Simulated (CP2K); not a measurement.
Ti:

```
CELL_PARAMETERS angstrom
2.84230 0.00000 0.00000
-0.94743 2.67974 0.00000
-0.94743 -1.33987 2.32072
ATOMIC_POSITIONS crystal
Ti 0.00000 0.00000 0.00000
```

This isn't the form of Ti at room conditions, which is hcp.

Base run:

| Item | Value |
| --- | --- |
| Program | CP2K 2026.2 |
| Functional | PBEsol |
| Potentials or basis | POTENTIAL_UZH Ti GTH-PBE-q12; TZVP-MOLOPT-PBE-GTH basis |
| Density cutoff | 6123 eV |
| k mesh | 11 × 11 × 11 |
| Occupations | fermi-dirac, width 0.05 eV |
| Spin | no spin polarisation |

Its results: band gap on the k mesh none (metal or under the smearing width); pressure -6.6 GPa.

**Question.** The run is repeated on the same cell with these changes: functional from PBEsol to PBE; ngrids from 4 to 5. What comes out?

**Answer.** Band gap on the k mesh none (metal or under the smearing width); pressure -2.5 GPa.

Caveats: the basis of atomic orbitals isn't converged, which shifts pressures, moduli and gaps; the potentials were made for another functional, which shifts forces and pressure (some runs).
